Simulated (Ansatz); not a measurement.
A 4-atom cell of SnO (Pmn2_1) from a materials database (r2SCAN+rVV10 geometry), in Ansatz:

```
Sn O
1.0
     3.30311    0.00000    0.00000
     0.00000    5.75771    0.00000
     0.00000    0.00000    4.00081
Sn O
2 2
Cartesian
  0.0000 1.3211 2.0695
  1.6516 4.4366 0.0691
  0.0000 5.1447 2.9315
  1.6516 0.6130 0.9311
```

G0W0@r2SCAN with 286 empty bands, a screening cutoff of 140 eV and a 4×2×4 mesh (PAW, contour deformation) gives 2.920 eV over the mesh points, from an r2SCAN gap of 2.245 eV; it sums over 306 bands with 299 plane waves in the screening and a wave cutoff of 500 eV. G0W0 values are finite-basis, finite-mesh values. The values are computed, spin-unpolarised, and not measurements.

Q: Estimate the gap with potentials of the kind norm-conserving.

A: 2.914 eV (-0.006 eV), from a Kohn-Sham gap of 2.257 eV.

Q: Estimate the gap with mesh 6×4×6, empty bands 123, screening cutoff 80 eV.

A: 2.376 eV (-0.544 eV), from a Kohn-Sham gap of 1.974 eV.

Spin-orbit coupling is left out, which matters wherever the heavy atoms make up the band edges.
